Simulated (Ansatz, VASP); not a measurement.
# BeS in VASP and in Ansatz

```
Be S
1.0
     0.00000    2.43792    2.43792
     2.43792    0.00000    2.43792
     2.43792    2.43792    0.00000
Be S
1 1
Cartesian
  0.0000 0.0000 0.0000
  1.2190 1.2190 1.2190
```

Alike in both runs: task relaxation of cell and atoms; functional LDA; k mesh 8 × 8 × 8; occupations gaussian, width 0.02 eV; no spin polarisation.

```csv
,VASP,Ansatz
version,VASP 6.6.1,Ansatz 0.2.0
potentials or method,"VASP PAW LDA potentials, release 64 (Be, S)","scalar-relativistic, plane waves, PAW"
plane-wave cutoff (eV),600,420
valence electrons in the cell,8,8
```

```csv
,VASP,Ansatz,Ansatz less VASP
"gap on the k mesh at the Fermi level, each at its own relaxed structure (eV)",2.83,2.82,-0.008
relaxed volume (Å³/atom),13.80,13.79,-0.007
relaxed cell length with the largest relative difference (Å),3.392,3.392,-0.0005
energy change over the relaxation (meV/atom),-10,-10,-0.3
```

A k mesh can miss the band edges. A hybrid or GW would open this gap; LDA tends to underestimate it. LDA usually gives volumes a few per cent too small.
